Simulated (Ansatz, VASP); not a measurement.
Two plane-wave programs on AlN

```xyz
4
Lattice="3.1067 0.0000 0.0000 -1.5533 2.6905 0.0000 0.0000 0.0000 4.5801" Properties=species:S:1:pos:R:3 pbc="T T T"
Al    0.0000    1.7936    0.0078
Al    1.5533    0.8968    2.2978
N     0.0000    1.7936    1.7556
N     1.5533    0.8968    4.0457
```

Change from the starting cell: strain +0.000 along x and y, -0.080 along z, atoms carried along.

Alike in both runs: task single point; functional r2SCAN; k mesh 12 × 12 × 6; occupations gaussian, width 0.05 eV; no spin polarisation.

|  | VASP | Ansatz |
| --- | --- | --- |
| version | VASP 6.6.1 | Ansatz 0.2.0 |
| potentials or method | VASP PAW PBE potentials, release 64 (Al, N) | scalar-relativistic, plane waves, PAW |
| plane-wave cutoff (eV) | 520 | 500 |
| valence electrons in the cell | 16 | 16 |

```tsv
	VASP	Ansatz	Ansatz less VASP
gap on the k mesh at the Fermi level (eV)	5.40	5.36	-0.038
least direct gap on the mesh (eV)	5.40	5.36	-0.038
pressure (GPa)	21.6	21.8	+0.24
largest component of the traceless stress (GPa)	30.20	29.69	-0.515
rms of the force components (eV/Å)	1.148	1.125	-0.0231
```

Atom by atom the forces differ by 0.023 eV/Å (rms over components).

Caveats: so large a pressure means that the cell lies far from this level's equilibrium, or that cutoff or potentials fall short (VASP); the potentials were made for another functional, which shifts forces and pressure (VASP). A k mesh can miss the band edges.
